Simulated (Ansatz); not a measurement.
# InSe: a stacking-fault curve

The task, for InSe: slide the crystal rigidly across a (1 0 0) plane.

Program: Ansatz 0.2.0. Level of theory: DFT r2SCAN, scalar-relativistic, plane waves, PAW. These are calculated values, not measurements.

4 further runs of the same task are left out: 4 set aside as unsound or not needed. Runs told in other sessions of the task aren't counted.

## 1. The system as given

Symmetry: C2/m, No. 12, monoclinic system. The conventional cell has a = 11.632 Å, b = 4.101 Å, c = 5.075 Å, α = 90.00°, β = 109.64°, γ = 90.00°. Around In (site symmetry m) lie 3 Se at 2.68 to 2.69 Å and 1 In at 2.80 Å. Se (site symmetry m) is surrounded by 3 In at 2.68 to 2.69 Å.

Structure file:

```
In Se
1.0
     1.64238    0.00000   -4.80226
     0.00000    4.10110    0.00000
     9.98835    0.00000    4.64855
In Se
4 4
Direct
  0.84034 0.00000 0.88817
  0.34034 0.50000 0.38817
  0.15966 0.00000 0.11183
  0.65966 0.50000 0.61183
  0.99329 0.00000 0.66184
  0.49329 0.50000 0.16184
  0.00671 0.00000 0.33816
  0.50671 0.50000 0.83816
```

It is built from the cell relaxed beforehand with the same method (28.50 Å³/atom).

## 2. Zero of energy

The cell is repeated 2 times, 8 atoms in all. The reference gives a free energy of -44364.9872 eV, pressure 0.00 GPa, largest force 0.004 eV/Å and gap on the mesh 1.66 eV. It was computed beforehand with the settings of the runs below.

## 3. Next: a stacking-fault curve

The cut lies on the cell's a–b face, a (1 0 0) plane of area 20.81 Å², between layers 2.45 Å apart (In below, In above); the cell is 11.0 Å thick. Vector c is tilted by f times 1·a + 0·b (length 5.075 Å) with the atoms' Cartesian places fixed: one unrelaxed fault per cell.

## 4. f = 0.200

The input, input.yaml:

```yaml
crystal:
  lattice:
    - [1.6423826481, 0.0, -4.8022569849]
    - [0.0, 4.101098699, 0.0]
    - [10.3168287198, 0.0, 3.6881020045]
  atoms:
    - { symbol: In, position: [0.76270376, 0.0, 0.3881706646] }
    - { symbol: In, position: [0.16270376, 0.5, 0.8881706646] }
    - { symbol: In, position: [0.03729624, 0.0, 0.6118293354] }
    - { symbol: In, position: [0.63729624, 0.5, 0.1118293354] }
    - { symbol: Se, position: [0.96092549, 0.0, 0.1618440374] }
    - { symbol: Se, position: [0.36092549, 0.5, 0.6618440374] }
    - { symbol: Se, position: [-0.16092549, 0.0, 0.8381559626] }
    - { symbol: Se, position: [0.43907451, 0.5, 0.3381559626] }
basis:
  ecutwfc: 500
kpoints:
  mp_grid: { grid: [5, 7, 3] }
hamiltonian:
  xc: r2scan
scf:
  occupations: { method: gaussian, width: 0.05 }
output:
  forces: true
  stress: true
  eigenvalues: true
```

The run is started by

```sh
ansatz run input.yaml --threads 2 --pin off --max-ram 5120MiB --backend cpu --events-out ev --progress --plain --runs-dir out
```

## 5. At f = 0.400

The input, input.yaml:

```yaml
crystal:
  lattice:
    - [1.6423826481, 0.0, -4.8022569849]
    - [0.0, 4.101098699, 0.0]
    - [10.6453052494, 0.0, 2.7276506075]
  atoms:
    - { symbol: In, position: [0.6850696271, 0.0, 0.3881706646] }
    - { symbol: In, position: [-0.0149303729, 0.5, 0.8881706646] }
    - { symbol: In, position: [-0.0850696271, 0.0, 0.6118293354] }
    - { symbol: In, position: [0.6149303729, 0.5, 0.1118293354] }
    - { symbol: Se, position: [0.9285566825, 0.0, 0.1618440374] }
    - { symbol: Se, position: [0.2285566825, 0.5, 0.6618440374] }
    - { symbol: Se, position: [-0.3285566825, 0.0, 0.8381559626] }
    - { symbol: Se, position: [0.3714433175, 0.5, 0.3381559626] }
basis:
  ecutwfc: 500
kpoints:
  mp_grid: { grid: [5, 7, 3] }
hamiltonian:
  xc: r2scan
scf:
  occupations: { method: gaussian, width: 0.05 }
output:
  forces: true
  stress: true
  eigenvalues: true
```

## 6. Point f = 0.600

The input, input.yaml:

```yaml
crystal:
  lattice:
    - [1.6423826481, 0.0, -4.8022569849]
    - [0.0, 4.101098699, 0.0]
    - [10.9737817791, 0.0, 1.7671992106]
  atoms:
    - { symbol: In, position: [0.6074354941, 0.0, 0.3881706646] }
    - { symbol: In, position: [-0.1925645059, 0.5, 0.8881706646] }
    - { symbol: In, position: [-0.2074354941, 0.0, 0.6118293354] }
    - { symbol: In, position: [0.5925645059, 0.5, 0.1118293354] }
    - { symbol: Se, position: [0.8961878751, 0.0, 0.1618440374] }
    - { symbol: Se, position: [0.0961878751, 0.5, 0.6618440374] }
    - { symbol: Se, position: [-0.4961878751, 0.0, 0.8381559626] }
    - { symbol: Se, position: [0.3038121249, 0.5, 0.3381559626] }
basis:
  ecutwfc: 500
kpoints:
  mp_grid: { grid: [5, 7, 3] }
hamiltonian:
  xc: r2scan
scf:
  occupations: { method: gaussian, width: 0.05 }
output:
  forces: true
  stress: true
  eigenvalues: true
```

## 7. f = 0.800

The input, input.yaml:

```yaml
crystal:
  lattice:
    - [1.6423826481, 0.0, -4.8022569849]
    - [0.0, 4.101098699, 0.0]
    - [11.3022583087, 0.0, 0.8067478136]
  atoms:
    - { symbol: In, position: [0.5298013612, 0.0, 0.3881706646] }
    - { symbol: In, position: [-0.3701986388, 0.5, 0.8881706646] }
    - { symbol: In, position: [-0.3298013612, 0.0, 0.6118293354] }
    - { symbol: In, position: [0.5701986388, 0.5, 0.1118293354] }
    - { symbol: Se, position: [0.8638190676, 0.0, 0.1618440374] }
    - { symbol: Se, position: [-0.0361809324, 0.5, 0.6618440374] }
    - { symbol: Se, position: [-0.6638190676, 0.0, 0.8381559626] }
    - { symbol: Se, position: [0.2361809324, 0.5, 0.3381559626] }
basis:
  ecutwfc: 500
kpoints:
  mp_grid: { grid: [5, 7, 3] }
hamiltonian:
  xc: r2scan
scf:
  occupations: { method: gaussian, width: 0.05 }
output:
  forces: true
  stress: true
  eigenvalues: true
```

## 8. Point f = 0.100

The input, input.yaml:

```yaml
crystal:
  lattice:
    - [1.6423826481, 0.0, -4.8022569849]
    - [0.0, 4.101098699, 0.0]
    - [10.152590455, 0.0, 4.168327703]
  atoms:
    - { symbol: In, position: [0.8015208264, 0.0, 0.3881706646] }
    - { symbol: In, position: [0.2515208264, 0.5, 0.8881706646] }
    - { symbol: In, position: [0.0984791736, 0.0, 0.6118293354] }
    - { symbol: In, position: [0.6484791736, 0.5, 0.1118293354] }
    - { symbol: Se, position: [0.9771098938, 0.0, 0.1618440374] }
    - { symbol: Se, position: [0.4271098938, 0.5, 0.6618440374] }
    - { symbol: Se, position: [-0.0771098938, 0.0, 0.8381559626] }
    - { symbol: Se, position: [0.4728901062, 0.5, 0.3381559626] }
basis:
  ecutwfc: 500
kpoints:
  mp_grid: { grid: [5, 7, 3] }
hamiltonian:
  xc: r2scan
scf:
  occupations: { method: gaussian, width: 0.05 }
output:
  forces: true
  stress: true
  eigenvalues: true
  write_density: true
  write_potential: true
  elf: true
  volumetric_format: npy
```

## 9. Point f = 0.300

The input, input.yaml:

```yaml
crystal:
  lattice:
    - [1.6423826481, 0.0, -4.8022569849]
    - [0.0, 4.101098699, 0.0]
    - [10.4810669846, 0.0, 3.207876306]
  atoms:
    - { symbol: In, position: [0.7238866935, 0.0, 0.3881706646] }
    - { symbol: In, position: [0.0738866935, 0.5, 0.8881706646] }
    - { symbol: In, position: [-0.0238866935, 0.0, 0.6118293354] }
    - { symbol: In, position: [0.6261133065, 0.5, 0.1118293354] }
    - { symbol: Se, position: [0.9447410863, 0.0, 0.1618440374] }
    - { symbol: Se, position: [0.2947410863, 0.5, 0.6618440374] }
    - { symbol: Se, position: [-0.2447410863, 0.0, 0.8381559626] }
    - { symbol: Se, position: [0.4052589137, 0.5, 0.3381559626] }
basis:
  ecutwfc: 500
kpoints:
  mp_grid: { grid: [5, 7, 3] }
hamiltonian:
  xc: r2scan
scf:
  occupations: { method: gaussian, width: 0.05 }
output:
  forces: true
  stress: true
  eigenvalues: true
```

(Steps that only read results are left out.)

What does the calculation give? Wanted: largest shear traction sampled.

**Answer**, as computed:

| quantity | value |
| --- | --- |
| highest fault energy sampled | 1334 mJ/m² at f = 0.400 |
| largest shear traction sampled | 8.8 GPa |

In words: Of the points run, the one at f = 0.400 is highest, 1334 mJ/m². Nothing is relaxed, so these energies are upper bounds; letting the layers move apart would lower them. The gap on the mesh, 1.66 eV at the start, reads zero at f = 0.400. Spin polarisation is off in the runs that give these values; a magnetic solution could lie lower.

Spin-orbit coupling is left out, though the cell holds In; it can move the gap.
